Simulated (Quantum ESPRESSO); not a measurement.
## KCl (Sylvite): zone-centre phonons and dielectric response under several settings

```
CELL_PARAMETERS angstrom
0.00000 3.14647 3.14647
3.14647 0.00000 3.14647
3.14647 3.14647 0.00000
ATOMIC_POSITIONS crystal
K 0.00000 0.00000 0.00000
Cl 0.50000 0.50000 0.50000
```

All runs used Quantum ESPRESSO 7.5; k mesh 4 × 4 × 4, shifted; relaxed cell; no spin polarisation; occupations smeared at first, fixed for the response.

```csv
level,potentials,cutoff (eV),volume (Å³/atom),pressure (GPa),lowest optical mode without the field (cm⁻¹),highest mode with the field (cm⁻¹),ε∞ (mean),ε0 (mean),Born charge of atom 1 (e),sum of the Born charges (e)
PBEsol,GBRV 1.5 PBEsol,612,?,-0.1,?,?,?,?,?,?
PBE,JTH 2.0 PBE,490,32.62,0.1,125,196,2.28,5.6,1.13,0.00
```

What stands in the row left open?

Volume 30.20 Å³/atom; lowest optical mode without the field 140 cm⁻¹; highest mode with the field 207 cm⁻¹; ε∞ 2.39; ε0 5.2; Born charge of atom 1 1.12 e; sum of the Born charges -0.01 e.

Caveats: the cutoff is low for these files, which shifts pressure and relaxed volume (some runs).
